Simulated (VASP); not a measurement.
Input of a VASP 6.6.1 run:

run.py

```python
from ase.calculators.vasp import Vasp
from ase.dft.bandgap import bandgap
from ase.io import read

atoms = read('POSCAR')
calc = Vasp(
    directory='calc',
    xc='lda',
    pp='LDA',
    setups='recommended',
    pp_version='54',
    prec='Accurate',
    encut=520,
    ediff=1e-07,
    ismear=0,
    sigma=0.1,
    lreal=False,
    lasph=True,
    nelm=100,
    algo='Normal',
    isif=2,
    lwave=False,
    lcharg=False,
    kpts=[7, 7, 6],
    gamma=True,
)
atoms.calc = calc

print('energy (eV):', atoms.get_potential_energy())
print('free energy (eV):', atoms.get_potential_energy(force_consistent=True))
print('forces (eV/A):')
print(atoms.get_forces())
print('stress (eV/A^3, Voigt):', atoms.get_stress())
print('Fermi level (eV):', calc.get_fermi_level())
gap, top, bottom = bandgap(calc)
print('band gap (eV):', gap, 'from (spin, k, band)', top, 'to', bottom)
```

File POSCAR:

```
SnO
1.0
    3.8136952200      0.0000000000      0.0000000000
    0.0000000000      3.8136952200      0.0000000000
    0.0000000000      0.0000000000      4.8869133000
Sn O
2 2
Direct
    0.5000000000      0.0000000000      0.7646261400
    0.0000000000      0.5000000000      0.2353738600
    0.0000000000      0.0000000000      0.0000000000
    0.5000000000      0.5000000000      0.0000000000
```

Potentials or basis: VASP PAW LDA potentials, release 54 (Sn_d, O).

Command:

```bash
$ python run.py
```

Task: Predict the band gap on the k mesh.

Result: 0.44 eV, indirect (least direct gap 1.96 eV).

Task: Predict the largest force.

Result: 0.130 eV/Å.

Stress tensor (GPa, compression positive):
```
-3.16  0.00  0.00
 0.00 -3.16  0.00
 0.00  0.00 -2.65
```

Caveat: spin-orbit coupling is left out, which moves the levels of the heavy elements; an odd mesh through Γ misses points on the zone boundary, where band edges often lie. As with any semilocal functional, this LDA gap is likely too small.
